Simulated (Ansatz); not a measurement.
An Ansatz input:

```yaml
crystal:
  lattice:
    - [4.0443569462, 0.0, 0.0]
    - [-2.0221784731, 3.5025158573, 0.0]
    - [0.0, 0.0, 5.1218593052]
  atoms:
    - { symbol: Se, position: [0.2480147508, 1.0, 0.3333333333] }
    - { symbol: Se, position: [0.0, 0.2480147508, 0.6666666667] }
    - { symbol: Se, position: [0.7519852492, 0.7519852492, 1.0] }
hamiltonian:
  xc: pbesol
  pseudopotentials:
    kind: paw
    azcp:
      Se: "pseudopotentials/Se.paw.azcp"
basis:
  ecutwfc: 420
  fft_grid_basis: typed
kpoints:
  mp_grid: { grid: [8, 8, 6], shift: [0, 0, 0] }
magnetization:
  spin_polarized: false
scf:
  occupations: { method: fermi_dirac, width: 0.05 }
output:
  stress: true
```

Terminal output

```
Warning: the record states the generating functional pbe (its physics header spells it `PBE`), which answers neither for hamiltonian.xc's functional nor for the pbesol family's — results may be inconsistent (PPs are generated against a specific XC)
Engine: ansatz 0.2.0, x86_64-unknown-linux-gnu
Pseudopotentials: kind: paw
Pseudopotential: Se, paw, valence charge 16, recommended cutoff 420 eV (normal) 
Functional definition: PBEsol
  exchange = pbesol_x
  correlation = pbesol_c
Crystal: 3 atoms, lattice volume = 72.553 Å³
Basis set: ecut = 420 eV, 1409 PW (Γ)
Bands: 28, of which v1, the nominal top of the filled ones, is band 24 counted from 1 (23 counted from 0)
Symmetry: 6 space group operations
Space group: P3121 (ITA 152), of the structure as read, at distance tolerance 4.2e-5 Å
k-points: 50 of 384 (time reversal used)
Non-local potential: Se, projectors of the file, l = 0: 2, l = 1: 2, l = 2: 3, l = 3: 1
PAW form: soft (Blöchl's): semilocal exchange-correlation on the pseudo side does not see the compensation charge
PAW frozen core: Se, regenerated for the run's functional, and the local potential with it (the file was generated under x = pbe(κ = 0.804, μ = 0.2195149727645171), c = pbe(β = 0.06672455060314922))
PAW one-centre angular grid: Se, 590 points (default); XC on 64 Gauss nodes
Initial density: superposition of atomic densities (neutral atoms: chi_scale 0, normalization atom), corrected by the library's trained network
Initial wavefunctions: pseudopotential atomic-orbital guess
Functional: x = pbesol(κ = 0.804, μ = 0.12345679012345678), c = pbesol(β = 0.046)
SCF iter   1: F=—  HF=-16272.621184 eV  |F-HF|=—  |Δ(HF+E_count)|=         —  Δρ=2.81e-3  dr2=4.09e-3  ethr=1.77e-3  ⟨swp⟩=5.8  Hψ=5766  notcnv=0
SCF iter   2: F=—  HF=-16272.620802 eV  |F-HF|=—  |Δ(HF+E_count)|=   3.82e-4  Δρ=1.63e-3  dr2=1.45e-3  ethr=8.52e-6  ⟨swp⟩=2.1  Hψ=3000  notcnv=0
SCF iter   3: F=—  HF=-16272.621103 eV  |F-HF|=—  |Δ(HF+E_count)|=   3.01e-4  Δρ=3.64e-4  dr2=1.16e-4  ethr=3.02e-6  ⟨swp⟩=2.0  Hψ=1793  notcnv=0
SCF iter   4: F=—  HF=-16272.621159 eV  |F-HF|=—  |Δ(HF+E_count)|=   5.66e-5  Δρ=1.31e-4  dr2=1.37e-5  ethr=2.41e-7  ⟨swp⟩=2.9  Hψ=2600  notcnv=0
SCF iter   5: F=—  HF=-16272.621172 eV  |F-HF|=—  |Δ(HF+E_count)|=   1.24e-5  Δρ=2.00e-5  dr2=2.66e-7  ethr=2.86e-8  ⟨swp⟩=2.0  Hψ=1850  notcnv=0
SCF iter   6: F=-16272.621172 eV  HF=-16272.621172 eV  |F-HF|=2.74e-9  |Δ(HF+E_count)|=   1.96e-7  Δρ=5.40e-6  dr2=1.90e-8  ethr=2.08e-10  ⟨swp⟩=4.5  Hψ=5381  notcnv=0
SCF 1 converged in 6 iterations: F = -16272.621172 eV  dr2 = 1.90e-8
SCF converged after 6 iterations
Free energy (F): -16272.621172 eV
Harris-Foulkes:  -16272.621172 eV  (|F-HF|=2.74e-9)
Internal energy: -16272.621152 eV  (E = F + TS)
E sigma→0 (E₀):  -16272.621162 eV
Entropy (-TS):   -0.000020 eV (-0.007 meV/atom)
Fermi energy:    8.873275 eV
--- Per-component energies (eV) ---
  E_band       = -1160.502759
  E_kinetic    = 351.360833
  E_local      = -7158.930758  (includes V_loc(G=0)·N_el)
  E_nonlocal   = -1773.658690
  E_hartree    = 3532.041092
  E_xc         = -308.420623
  E_vxc        = -292.128786  (∫ρ·V_xc dr)
  E_paw        = -5605.711643  (= ΣΔE_a)
  E_vpaw       = 648.776229  (= ΣTr[D̂ρ^β])
  E_aug_tail   = -0.001814  (compensation charges beyond the density's cutoff)
  E_ewald      = -5312.324900
  E_core_change = 3.025351  (= ΣΔE_core)
  E_smearing   = -0.000020  (= −TS)
  E_closure    = 0.000000  (closes the sum)
  Σ components = -16272.621172   (vs F -16272.621172, Δ=0.00e0)
--- Stress (GPa, compression-positive) ---
       -0.035873       0.000000       0.000000
       -0.000000      -0.035873       0.000000
        0.000000       0.000000      -0.036042
  P = ⅓ Tr σ = -0.0359 GPa (-0.359 kbar)
```
